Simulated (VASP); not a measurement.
# CdS (Hawleyite) (F-43m) in VASP: notebook, part 2 of 2

VASP 6.6.1. The steps go on from the part before.

## 6. Relaxation of cell and atoms, PBE

This run uses another cell than the first one, of 26.15 Å³/atom, 1.052 times its volume.

Input file INCAR:

```
PREC = Accurate
ENCUT = 600
EDIFF = 1E-7
ISMEAR = 0
SIGMA = 0.03
LREAL = F
LASPH = T
NELM = 80
ALGO = Normal
ISIF = 3
LWAVE = F
LCHARG = F
GGA = PE
IBRION = 2
NSW = 90
EDIFFG = -0.005
```

Input file KPOINTS:

```
regular mesh
0
Gamma
  8 8 8
```

Input file POSCAR:

```
CdS                                     
1.0
    0.0000000000      2.9680225755      2.9680225755
    2.9680225755      0.0000000000      2.9680225755
    2.9680225755      2.9680225755     -0.0000000000
  Cd              S             
     1     1
Direct
     0.0000000000000000    0.0000000000000000    0.0000000000000000
     0.2500000000000000    0.2500000000000000    0.2500000000000000
```

Potentials or basis: VASP PAW PBE potentials, release 64 (Cd, S).

Command:

```sh
$ cat potpaw_PBE.64/Cd/POTCAR potpaw_PBE.64/S/POTCAR > POTCAR
$ mpirun -np 1 vasp_std > vasp.out
```

OUTCAR:

```text
PREC = Accurate
   ENCUT = 600
   EDIFF = 1E-7
   ISMEAR = 0
   LREAL = F
   LASPH = T
   NELM = 80
   ISIF = 3
   GGA = PE
   IBRION = 2
   NSW = 90
   EDIFFG = -0.005

 ion  position               nearest neighbor table
   1  0.000  0.000  0.000-   2 2.57   2 2.57   2 2.57   2 2.57
   2  0.250  0.250  0.250-   1 2.57   1 2.57   1 2.57   1 2.57

  LATTYP: Found a face centered cubic cell.
 ALAT       =     5.9360451510

  Lattice vectors:

 A1 = (   0.0000000000,   2.9680225755,   2.9680225755)
 A2 = (   2.9680225755,   0.0000000000,   2.9680225755)
 A3 = (   2.9680225755,   2.9680225755,   0.0000000000)

Analysis of symmetry for initial positions (statically):
=====================================================================
 Subroutine PRICEL returns:
 Original cell was already a primitive cell.

 Routine SETGRP: Setting up the symmetry group for a
 face centered cubic supercell.

 Subroutine GETGRP returns: Found 24 space group operations
 (whereof 24 operations were pure point group operations)
 out of a pool of 48 trial point group operations.

The static configuration has the point symmetry T_d .

Analysis of symmetry for dynamics (positions and initial velocities):
=====================================================================
 Subroutine PRICEL returns:
 Original cell was already a primitive cell.

 Routine SETGRP: Setting up the symmetry group for a
 face centered cubic supercell.

 Subroutine GETGRP returns: Found 24 space group operations
 (whereof 24 operations were pure point group operations)
 out of a pool of 48 trial point group operations.

The dynamic configuration has the point symmetry T_d .

 Subroutine INISYM returns: Found 24 space group operations
 (whereof 24 operations are pure point group operations),
 and found     1 'primitive' translations

----------------------------------------------------------------------------------------

                                     Primitive cell

  volume of cell :      52.2916

  direct lattice vectors                    reciprocal lattice vectors
     0.000000000  2.968022576  2.968022576    -0.168462330  0.168462330  0.168462330
     2.968022576  0.000000000  2.968022576     0.168462330 -0.168462330  0.168462330
     2.968022576  2.968022576  0.000000000     0.168462330  0.168462330 -0.168462330

  length of vectors
     4.197417780  4.197417780  4.197417780     0.291785316  0.291785316  0.291785316

  position of ions in fractional coordinates (direct lattice)
     0.000000000  0.000000000  0.000000000
     0.250000000  0.250000000  0.250000000

  ion indices of the primitive-cell ions
   primitive index   ion index
                 1           1
                 2           2

----------------------------------------------------------------------------------------

 KPOINTS: regular mesh

Automatic generation of k-mesh.
 Grid dimensions read from file:
 generate k-points for:    8    8    8

 Generating k-lattice:

  Cartesian coordinates                     Fractional coordinates (reciprocal lattice)
    -0.021057791  0.021057791  0.021057791     0.125000000  0.000000000  0.000000000
     0.021057791 -0.021057791  0.021057791     0.000000000  0.125000000  0.000000000
     0.021057791  0.021057791 -0.021057791     0.000000000  0.000000000  0.125000000

  Length of vectors
     0.036473164  0.036473164  0.036473164

  Shift w.r.t. Gamma in fractional coordinates (k-lattice)
     0.000000000  0.000000000  0.000000000

 Subroutine IBZKPT returns following result:
 ===========================================

 Found     29 irreducible k-points:

 Following reciprocal coordinates:
            Coordinates               Weight
  0.000000  0.000000  0.000000      1.000000
  0.125000  0.000000  0.000000      8.000000
  0.250000  0.000000  0.000000      8.000000
  0.375000  0.000000  0.000000      8.000000
  0.500000  0.000000  0.000000      4.000000
  0.125000  0.125000  0.000000      6.000000
[... 16 lines left out ...]
  0.500000  0.250000  0.125000     48.000000
 -0.375000  0.250000  0.125000     24.000000
 [... further k-points ...]
   k-points           NKPTS =     29   k-points in BZ     NKDIM =     29   number of bands    NBANDS=     13
   number of dos      NEDOS =    301   number of ions     NIONS =      2
   total plane-waves  NPLWV =  46656
   dimension x,y,z NGX =    36 NGY =   36 NGZ =   36
   dimension x,y,z NGXF=    72 NGYF=   72 NGZF=   72
   ions per type =               1   1
   NGX,Y,Z   is equivalent  to a cutoff of  14.26, 14.26, 14.26 a.u.
   NGXF,Y,Z  is equivalent  to a cutoff of  28.52, 28.52, 28.52 a.u.
 SYSTEM =  unknown system
   PREC   = accura    normal or accurate (medium, high low for compatibility)
   ISTART =      0    job   : 0-new  1-cont  2-samecut
   ICHARG =      2    charge: 1-file 2-atom 10-const
   ISPIN  =      1    spin polarized calculation?
   LNONCOLLINEAR =      F non collinear calculations
   LSORBIT =      F    spin-orbit coupling
   LASPH  =      T    aspherical Exc in radial PAW
   ENCUT  =  600.0 eV  44.10 Ry    6.64 a.u.   8.38  8.38  8.38*2*pi/ulx,y,z
   NELM   =     80;   NELMIN=  2; NELMDL= -5     # of ELM steps
   EDIFF  = 0.1E-06   stopping-criterion for ELM
   LREAL  =      F    real-space projection
   EDIFFG = -.5E-02   stopping-criterion for IOM
   NSW    =     90    number of steps for IOM
   IBRION =      2    ionic relax: 0-MD 1-quasi-New 2-CG
   NFREE  =      1    steps in history (QN), initial steepest desc. (CG)
   ISIF   =      3    stress and relaxation
   ISYM   =      2    0-nonsym 1-usesym 2-fastsym
   POTIM  = 0.5000    time-step for ionic-motion
   TEBEG  =    0.0;   TEEND  =   0.0 temperature during run
   PSTRESS=    0.0 pullay stress
   NELECT =      18.0000    total number of electrons
   NUPDOWN=      -1.0000    fix difference up-down
   EMIN   =  10.00;   EMAX   =-10.00  energy-range for DOS
   EFERMI =   0.00;   METHOD = LEGACY
   ISMEAR =     0;   SIGMA  =   0.03  broadening in eV -4-tet -1-fermi 0-gaus
   EFERMI_NEDOS =   21; number of points for ismear=-14 and -15
   IALGO  =     38    algorithm
   IMIX   =      4    mixing-type and parameters
     AMIX     =   0.40;   BMIX     =  1.00
     AMIX_MAG =   1.60;   BMIX_MAG =  1.00
  volume/ion in A,a.u.               =      26.15       176.44
  Fermi-wavevector in a.u.,A,eV,Ry     =   1.147330  2.168140 17.910258  1.316367
  Thomas-Fermi vector in A             =   2.284011
   LORBIT       =      0    0 simple, 1 ext, 2 COOP (PROOUT), +10 PAW based schemes
   GGA     = PE    functional components
   LHFCALC =     F    Hartree Fock is set to
   AEXX    =    0.0000 exact exchange contribution
   IVDW    =     0    specifies the selected vdW correction
   LEPSILON=     F    determine dielectric tensor
   LRPA    =     F    only Hartree local field effects (RPA)
 conjugate gradient relaxation of ions
 non-spin polarized calculation
 Gauss-broadening in eV      SIGMA  =   0.03
  energy-cutoff  :      600.00
  volume of cell :       52.29
 maximum number of plane-waves:      1807
 NGX is ok and might be reduce to    36
   NGX = 17   NGY = 17   NGZ = 17

 number of electron      17.9999999 magnetization

 Free energy of the ion-electron system (eV)
  ---------------------------------------------------
  ext. energy  EPLUGINS =         0.00000000
  ---------------------------------------------------
  free energy    TOTEN  =        -6.14733042 eV

  energy without entropy =       -6.14733042  energy(sigma->0) =       -6.14733042

 E-fermi :   0.9999     XC(G=0):  -8.9059

 val. band max:        0.8790066299   @ k =   0.0000   0.0000   0.0000
 cond. band min:       1.9118842946   @ k =   0.0000   0.0000   0.0000
 fundamental gap:      1.0328776647
 Fermi energy:         0.9999218118

 k-point     1 :       0.0000    0.0000    0.0000
  band No.  band energies     occupation
      1     -11.1823      2.00000
      2      -6.6756      2.00000
      3      -6.6756      2.00000
      4      -6.6756      2.00000
      5      -6.2643      2.00000
      6      -6.2643      2.00000
      7       0.8790      2.00000
      8       0.8790      2.00000
      9       0.8790      2.00000
     10       1.9119      0.00000
     11       7.4295      0.00000
     12       7.4295      0.00000
     13       7.4295      0.00000
[... 354 lines left out ...]
  band No.  band energies     occupation
      1     -10.7470      2.00000
      2      -6.5321      2.00000
      3      -6.5003      2.00000
      4      -6.2842      2.00000
      5      -6.2407      2.00000
      6      -5.8295      2.00000
      7      -2.9558      2.00000
      8      -0.8958      2.00000
      9      -0.2248      2.00000
     10       5.1053      0.00000
     11       6.7256      0.00000
     12       8.0001      0.00000
     13       9.1469      0.00000

 [... further k-points ...]
[... 5 lines left out ...]
  --------------------------------------------------------------------------------------
  -------------------------------------------------------------------------------------
  Total        0.0018910      0.0018910      0.0018910     -0.0000000      0.0000000      0.0000000
  in kB        0.0579387      0.0579387      0.0579387     -0.0000000      0.0000000      0.0000000
  external PRESSURE =       0.0579387 kB  Pullay stress =       0.0000000 kB

 VOLUME and BASIS-vectors are now :
 -----------------------------------------------------------------------------
  energy-cutoff  :      600.00
  volume of cell :       52.29
      direct lattice vectors                 reciprocal lattice vectors
     0.000000000  2.968022576  2.968022576    -0.168462330  0.168462330  0.168462330
     2.968022576  0.000000000  2.968022576     0.168462330 -0.168462330  0.168462330
     2.968022576  2.968022576  0.000000000     0.168462330  0.168462330 -0.168462330

 POSITION                                       TOTAL-FORCE (eV/Angst)
 -----------------------------------------------------------------------------------
      0.00000      0.00000      0.00000        -0.000000     -0.000000     -0.000000
      1.48401      1.48401      1.48401         0.000000      0.000000      0.000000
 -----------------------------------------------------------------------------------
    total drift:                               -0.000000     -0.000000     -0.000000

  FREE ENERGIE OF THE ION-ELECTRON SYSTEM (eV)
  ---------------------------------------------------
  free  energy   TOTEN  =        -6.1473304213 eV

  energy  without entropy=       -6.1473304213  energy(sigma->0) =       -6.14733042

 reached required accuracy - stopping structural energy minimisation
```

OSZICAR:

```text
N       E                     dE             d eps       ncg     rms          rms(c)
DAV:   1     0.117505074874E+03    0.11751E+03   -0.99295E+03   762   0.141E+03
DAV:   2    -0.121891835189E+01   -0.11872E+03   -0.11286E+03   869   0.308E+02
DAV:   3    -0.666090102082E+01   -0.54420E+01   -0.54281E+01   924   0.668E+01
DAV:   4    -0.670116303897E+01   -0.40262E-01   -0.40257E-01   834   0.588E+00
DAV:   5    -0.670175888230E+01   -0.59584E-03   -0.59584E-03   909   0.695E-01    0.724E+00
DAV:   6    -0.616409219085E+01    0.53767E+00   -0.10777E+00  1039   0.138E+01    0.587E+00
DAV:   7    -0.614707185001E+01    0.17020E-01   -0.19883E-01   784   0.358E+00    0.302E+00
DAV:   8    -0.614726265883E+01   -0.19081E-03   -0.18727E-02   809   0.206E+00    0.266E-01
DAV:   9    -0.614708247061E+01    0.18019E-03   -0.25863E-03   869   0.822E-01    0.695E-02
DAV:  10    -0.614725306821E+01   -0.17060E-03   -0.30170E-04   784   0.176E-01    0.835E-02
DAV:  11    -0.614734422870E+01   -0.91160E-04   -0.15249E-04   782   0.134E-01    0.183E-02
DAV:  12    -0.614732932455E+01    0.14904E-04   -0.51012E-05  1006   0.105E-01    0.842E-03
DAV:  13    -0.614733047088E+01   -0.11463E-05   -0.45002E-06   789   0.154E-02    0.447E-03
DAV:  14    -0.614733042134E+01    0.49542E-07   -0.23746E-07   795   0.355E-03
   1 F= -.61473304E+01 E0= -.61473304E+01  d E =-.614733E+01
```

Run time: 14 s. Hardware: 1 thread of Intel Xeon 6975P-C (Granite Rapids), shared host; peak memory 0.21 GiB.

What came out:

* Free energy: -6.1473 eV
* Pressure after relaxing: 0.0 GPa
* Band gap on the k mesh: 1.03 eV, direct

Final structure:
```
Cd S
1.0
     0.00000    2.96802    2.96802
     2.96802    0.00000    2.96802
     2.96802    2.96802    0.00000
Cd S
1 1
Direct
  0.00000 0.00000 0.00000
  0.25000 0.25000 0.25000
```

Caveat: the relaxation stopped at its first step, so nothing moved.

## 7. The runs side by side

| level | potentials or basis | gap on the mesh (eV) | pressure (GPa) |
| --- | --- | --- | --- |
| PBEsol | VASP PAW PBE potentials, release 64 (Cd, S) | 1.01 | 0.0 |
| LDA | VASP PAW LDA potentials, release 64 (Cd, S) | 0.96 | 0.0 |
| PBE | VASP PAW PBE potentials, release 64 (Cd, S) | 1.03 | 0.0 |

Alike in all rows: task relaxation of cell and atoms; no spin polarisation; cell relaxed; k mesh 8 × 8 × 8; cutoff (eV) 600; smearing gaussian 0.03 eV.

Caveats: the relaxation stopped at its first step, so nothing moved (some runs); the PAW data sets were made with another functional, which shifts forces and pressure a little (some runs).

Absolute energies hang on the potentials; compare differences alone.
